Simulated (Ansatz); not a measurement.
**linear C chain under tension and compression**

Wanted: energy, moment and open channels of the linear C chain from 12 % compression to 30 % stretch.

Calculated with Ansatz 0.2.0; DFT PBEsol, plane waves, PAW; relaxation of a chain's period, in the first sound run; inputs show where later runs differ.

## 1. The structure

The cell holds 1 atom: 1 C. Its edges and angles: a = 7.500 Å, b = 7.500 Å, c = 1.414 Å, α = 90.0°, β = 90.0°, γ = 90.0°. Vacuum lies along a and b. The structure's axis is c.

As a file:

```cif
data_structure
_symmetry_space_group_name_H-M 'P 1'
_symmetry_Int_Tables_number 1
_cell_length_a 7.5000
_cell_length_b 7.5000
_cell_length_c 1.4136
_cell_angle_alpha 90.000
_cell_angle_beta 90.000
_cell_angle_gamma 90.000
_cell_volume 79.52
loop_
_atom_site_label
_atom_site_type_symbol
_atom_site_fract_x
_atom_site_fract_y
_atom_site_fract_z
_atom_site_occupancy
C1 C 0.50000 0.50000 0.00000 1
```

## 2. Relaxing the period

Band widths follow the bond lengths, so the chain is relaxed first. The atoms and the third cell vector are free; the box across stays fixed as vacuum. Moments are seeded so that a magnetic state can form if it lies lower. A Fermi-Dirac smearing is set since the result may be a metal. The pressure printed is a third of the stress's trace over the whole box, vacuum included; only the stress along the axis is relaxed.

Contents of input.yaml:

```yaml
crystal:
  lattice:
    - [7.5, 0.0, 0.0]
    - [0.0, 7.5, 0.0]
    - [0.0, 0.0, 1.4136]
  atoms:
    - { symbol: C, position: [0.5, 0.5, 0.0], spin: 0.3 }
magnetization:
  spin_polarized: true
kpoints:
  mp_grid: { grid: [1, 1, 57] }
scf:
  occupations: { method: fermi_dirac, width: 0.05 }
hamiltonian:
  xc: pbesol
relax:
  cell: { fix: [a, b, alpha, beta, gamma] }
  max_steps: 60
```

Run with:

```console
$ ansatz run input.yaml --threads 4 --pin off --max-ram 8192MiB --backend cpu --events-out ev --progress --plain --runs-dir out
```

Then come: the chain at a fixed length, period over the relaxed period 0.88, k-mesh 1×1×71; at a set period, period over the relaxed period 0.92, k-mesh 1×1×68; at a set period, period over the relaxed period 0.96, k-mesh 1×1×66; the chain at a fixed length, period over the relaxed period 1, k-mesh 1×1×63; the chain at a fixed length, period over the relaxed period 1.04, k-mesh 1×1×61; at a set period, period over the relaxed period 1.08, k-mesh 1×1×58; at a set period, period over the relaxed period 1.13, k-mesh 1×1×56; at a set period, period over the relaxed period 1.2, k-mesh 1×1×53; at a set period, period over the relaxed period 1.3, k-mesh 1×1×49; side by side; A varied input.

**Question.** What will these runs give for the conductance at period × 1.3?

No moment survives at any length. The conductance goes from 2.00 G₀ at the shortest period to 3.00 G₀ at the longest, as band edges move through the Fermi level. Transport is coherent and elastic here: the atoms are frozen, so scattering by vibrations plays no part.

* relaxed cell length: 1.281 Å
* conductance at period × 1.3: 3.00 G₀
* absolute moment at period × 0.88: 0 μB
* absolute moment at period × 1.0: 0 μB
* absolute moment at period × 1.3: 0 μB

The lead's cell of one atom keeps the chain straight and evenly spaced; a zigzag or dimerised form may lie lower.

[Logs are printed without paths, hosts, clocks, repeated set-up lines and the standing remarks that a program may print on its own settings, such as how far it seeks lower states.]

[Hosts, paths, dates, database ids (printed as entryN), source tags and the programs' standing remarks are cut or masked in the printed files.]
